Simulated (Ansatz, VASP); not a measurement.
## LiF in VASP and in Ansatz

File INCAR:

```
PREC = Accurate
ENCUT = 520
EDIFF = 1E-6
ISMEAR = 0
SIGMA = 0.05
LREAL = False
LASPH = True
NELM = 100
ALGO = Normal
ISIF = 2
LWAVE = False
LCHARG = False
GGA = PS
NBANDS = 18
```

File KPOINTS:

```
regular mesh
0
Gamma
  9 9 6
```

The input POSCAR:

```
LiF
1.0
    3.0115611857      0.0000000000      0.0000000000
   -1.5057805928      2.6080884919      0.0000000000
    0.0000000000      0.0000000000      4.9662621916
Li F
2 2
Direct
    0.3333333333      0.6666666667      0.3811542600
    0.6666666667      0.3333333333      0.8811542600
    0.3333333333      0.6666666667      0.9938437400
    0.6666666667      0.3333333333      0.4938437400
```

Input for Ansatz:

```yaml
crystal:
  lattice:
    - [3.0115611857, 0.0, 0.0]
    - [-1.5057805928, 2.6080884919, 0.0]
    - [0.0, 0.0, 4.9662621916]
  atoms:
    - { symbol: Li, position: [0.3333333333, 0.6666666667, 0.38115426] }
    - { symbol: Li, position: [0.6666666667, 0.3333333333, 0.88115426] }
    - { symbol: F, position: [0.3333333333, 0.6666666667, 0.99384374] }
    - { symbol: F, position: [0.6666666667, 0.3333333333, 0.49384374] }
basis:
  ecutwfc: 420
kpoints:
  mp_grid: { grid: [9, 9, 6] }
hamiltonian:
  xc: pbesol
scf:
  occupations: { method: gaussian, width: 0.05 }
output:
  forces: true
  stress: true
  eigenvalues: true
```

Alike in both runs: task single point; functional PBEsol; k mesh 9 × 9 × 6; occupations gaussian, width 0.05 eV; no spin polarisation.

```csv
,VASP,Ansatz
version,VASP 6.6.1,Ansatz 0.2.0
potentials or method,"VASP PAW PBE potentials, release 64 (Li_sv, F)","scalar-relativistic, plane waves, PAW"
plane-wave cutoff (eV),520,420
valence electrons in the cell,20,20
```

VASP gave:

| Item | Value |
| --- | --- |
| gap on the k mesh at the Fermi level (eV) | 7.79 |
| least direct gap on the mesh (eV) | 7.79 |
| rms of the force components (eV/Å) | 0.104 |

Task: Which values does Ansatz return?

Result: gap on the k mesh at the Fermi level (eV): 7.80; least direct gap on the mesh (eV): 7.80; rms of the force components (eV/Å): 0.097.

Atom by atom the forces differ by 0.007 eV/Å (rms over components).

Caveats: the PAW data sets were made with another functional, which shifts forces and pressure a little (VASP); an odd mesh through Γ misses points on the zone boundary, where band edges often lie. Expect the measured gap to be larger: semilocal functionals such as PBEsol lack the derivative discontinuity.
